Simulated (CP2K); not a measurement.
Runs of CP2K 2026.2 on Cl. Symmetry: Cmce, No. 64, orthorhombic system. The conventional cell has a = 6.290 Å, b = 4.500 Å, c = 8.210 Å, α = 90.00°, β = 90.00°, γ = 90.00°. Cl (site symmetry m) is surrounded by 1 Cl at 2.02 Å. 

```tsv
level	cutoff of the non-local correlation (Ry)	gap on the mesh (eV)	pressure (GPa)	largest force (eV/Å)
rev-vdW-DF2	300	(a)	0.1	0.59
r2SCAN	-	2.73	-0.2	0.14
PBEsol	-	2.33	(b)	0.20
BEEF-vdW	300	(d)	1.4	(c)
PBE	-	2.39	0.9	0.28
```

Alike in all rows: task atomic charges; potentials or basis POTENTIAL_UZH Cl GTH-PBE-q7; TZVP-MOLOPT-PBE-GTH basis; no spin polarisation; cell as given; k mesh 7 × 7 × 4; smearing fermi-dirac 0.05 eV.

Task: Estimate the missing entries.

Result: (a) 2.38; (b) -0.3; (c) 0.30; (d) 2.48.

Caveats: an odd mesh through Γ misses points on the zone boundary, where band edges often lie; the basis of atomic orbitals isn't converged, which shifts pressures, moduli and gaps; the potentials were made for another functional, which shifts forces and pressure (some runs).
